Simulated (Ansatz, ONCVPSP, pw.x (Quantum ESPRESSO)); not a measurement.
**Equation-of-state test of one ONCV potential (nitrogen)**

| Item | Value |
| --- | --- |
| Element | N (Z = 7) |
| Generator | ONCVPSP 4.0.1 |
| Type | optimised norm-conserving Vanderbilt (ONCV) |
| Functional | PBE |
| Relativity | scalar-relativistic |
| Frozen core | [He] |
| Valence charge | 5 |
| Reference configuration | 2s2 2p3 |
| Partial waves | 2s: rc 1.05 bohr, ncon 3, nbas 8, qcut 7.1 1/bohr, 2 projectors, debl 1.4 Ha; 2p: rc 1.35 bohr, ncon 5, nbas 10, qcut 11 1/bohr, 2 projectors, debl 1.4 Ha; d scattering state at 0.18 Ha: rc 1.20 bohr, ncon 4, nbas 7, qcut 8.6 1/bohr, 2 projectors, debl 3.7 Ha |
| Local potential | polynomial inside 0.80 bohr (lpopt 5, dvloc0 1 Ha) |
| Core correction | Teter function, fcfact 5.75, rcfact 0.98 |

Atomic tests: cutoffs needed: 37 Ha and 73 Ha (the cutoffs (Ha) at which the residual kinetic energy of the hardest occupied pseudo-wave falls to 1 and 0.1 mHa per electron); ghost test: no bound ghost flagged; no localised positive-energy state flagged; configuration tests: 1 of 4 tests not solved or not reliable.

Crystal test: bcc N in pw.x 7.5, no spin, 18³ k-points, Fermi–Dirac smearing 0.01 Ry, cutoffs 170/680 Ry. The reference is all-electron LAPW (Ansatz 0.2.0) with the same functional, mesh and smearing; V0 and B0 come from Birch–Murnaghan fits to the pressures at five volumes. Errors are pseudo minus all-electron; Δ is the rms difference of the E(V) curves that follow from these fits, minima aligned, over ±6 % about the mean V0. Mesh and smearing are coarse, so the numbers serve the comparison and aren't converged zero-temperature values; the lattice is a test structure that the element need not adopt. Spin polarisation is left out.

All-electron: a0 = 2.438 Å (V0 = 7.24 Å³/atom), B0 = 184.8 GPa.

Task: How far does the potential miss the all-electron equation of state?

Result: mean pressure error (GPa): -0.06; a0 (Å): 2.437; a0 error (%): -0.01; B0 error (%): +0.1; Δ (meV/atom): 0.1. Atomic configuration tests: 1 of 4 tests not solved or not reliable.

```csv
V (Å³/atom),P all-electron (GPa),P pseudo (GPa)
6.885,10.40,10.33
7.066,4.82,4.76
7.247,-0.09,-0.16
7.428,-4.43,-4.49
7.609,-8.24,-8.30
```

Task: At the middle volume, how do free energy and pressure move when the wave cutoff is lowered (ecutrho kept at four times it)?

Result:

```csv
cutoff (Ry),shift of F (meV/atom),shift of P (GPa)
76,+38.7,-4.35
102,+3.6,-0.03
136,+0.9,-0.11
```

The run at the middle volume (195 k-points, 6 iterations) took about 66 s on one core of a shared host (Intel(R) Xeon(R) Processor @ 2.60GHz, 24 threads, 31 GiB, load 12).
